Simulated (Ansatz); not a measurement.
# AlN (F-43m): G0W0 against its settings

AlN (F-43m) from a database structure, relaxed with r2SCAN; one-shot G0W0 in Ansatz without spin-orbit coupling. Calculated for a static, non-magnetic cell.

```cif
data_structure
_symmetry_space_group_name_H-M 'F-43m'
_symmetry_Int_Tables_number 216
_cell_length_a 4.3698
_cell_length_b 4.3698
_cell_length_c 4.3698
_cell_angle_alpha 90.000
_cell_angle_beta 90.000
_cell_angle_gamma 90.000
_cell_volume 83.44
loop_
_atom_site_label
_atom_site_type_symbol
_atom_site_symmetry_multiplicity
_atom_site_Wyckoff_symbol
_atom_site_fract_x
_atom_site_fract_y
_atom_site_fract_z
_atom_site_occupancy
Al1 Al 4 a 0.00000 0.00000 0.00000 1
N1 N 4 c 0.25000 0.25000 0.25000 1
```

Gaps are read over the mesh points alone. G0W0 here is at a finite number of bands, screening cutoff and k mesh, not at the basis limit.
```json
{"start": "PBE", "potentials": "PAW", "frequency model": "contour deformation", "mesh": "6×6×6", "empty bands": "33", "screening cutoff (eV)": "80", "Kohn-Sham gap (eV)": "3.32", "G0W0 gap (eV)": "4.40", "rough cost": "4 core-seconds"}
{"start": "PBE", "potentials": "PAW", "frequency model": "contour deformation", "mesh": "6×6×6", "empty bands": "78", "screening cutoff (eV)": "140", "Kohn-Sham gap (eV)": "3.32", "G0W0 gap (eV)": "4.65", "rough cost": "9 core-seconds"}
{"start": "PBE", "potentials": "PAW", "frequency model": "contour deformation", "mesh": "6×6×6", "empty bands": "144", "screening cutoff (eV)": "210", "Kohn-Sham gap (eV)": "3.32", "G0W0 gap (eV)": "4.79", "rough cost": "23 core-seconds"}
{"start": "HSE06", "potentials": "PAW", "frequency model": "contour deformation", "mesh": "6×6×6", "empty bands": "78", "screening cutoff (eV)": "140", "Kohn-Sham gap (eV)": "4.55", "G0W0 gap (eV)": "5.26", "rough cost": "22 core-seconds"}
{"start": "LDA", "potentials": "PAW", "frequency model": "contour deformation", "mesh": "6×6×6", "empty bands": "78", "screening cutoff (eV)": "140", "Kohn-Sham gap (eV)": "3.24", "G0W0 gap (eV)": "4.71", "rough cost": "9 core-seconds"}
{"start": "r2SCAN", "potentials": "PAW", "frequency model": "contour deformation", "mesh": "6×6×6", "empty bands": "78", "screening cutoff (eV)": "140", "Kohn-Sham gap (eV)": "3.94", "G0W0 gap (eV)": "4.95", "rough cost": "12 core-seconds"}
{"start": "PBE", "potentials": "PAW", "frequency model": "Godby-Needs pole", "mesh": "6×6×6", "empty bands": "78", "screening cutoff (eV)": "140", "Kohn-Sham gap (eV)": "3.32", "G0W0 gap (eV)": "4.58", "rough cost": "9 core-seconds"}
{"start": "PBE", "potentials": "PAW", "frequency model": "contour deformation", "mesh": "8×8×8", "empty bands": "33", "screening cutoff (eV)": "80", "Kohn-Sham gap (eV)": "3.33", "G0W0 gap (eV)": "4.40", "rough cost": "19 core-seconds"}
{"start": "PBE", "potentials": "norm-conserving", "frequency model": "contour deformation", "mesh": "6×6×6", "empty bands": "78", "screening cutoff (eV)": "140", "Kohn-Sham gap (eV)": "3.31", "G0W0 gap (eV)": "4.64", "rough cost": "21 core-seconds"}
```

Over the mesh points the PBE gap of 3.32 eV becomes a quasiparticle gap of 4.79 eV (Γ to X), a change of +1.47 eV. Renormalisation factors Z lie between 0.76 and 0.83.

Raising bands and cutoff together moves the gap by +0.25 eV (80 to 140 eV), then +0.14 eV (140 to 210 eV); the last step is still large, so the basis limit isn't reached. Starting from HSE06 (4.55 eV against PBE's 3.32 eV) gives 5.26 eV, +0.61 eV from G0W0@PBE at the same screening cutoff. Starting from LDA (3.24 eV against PBE's 3.32 eV) gives 4.71 eV, +0.06 eV from G0W0@PBE at the same screening cutoff. Starting from r2SCAN (3.94 eV against PBE's 3.32 eV) gives 4.95 eV, +0.30 eV from G0W0@PBE at the same screening cutoff. The Godby-Needs plasmon pole differs from contour deformation by -0.07 eV. An 8×8×8 mesh in place of 6×6×6 changes the opening over PBE by 0.00 eV (the gap on the mesh by 0.00 eV). Norm-conserving potentials (wave cutoff 1240 eV against 420 eV) shift the quasiparticle gap by -0.01 eV and the PBE gap by -0.01 eV. r2SCAN runs take a wave cutoff of 500 eV.
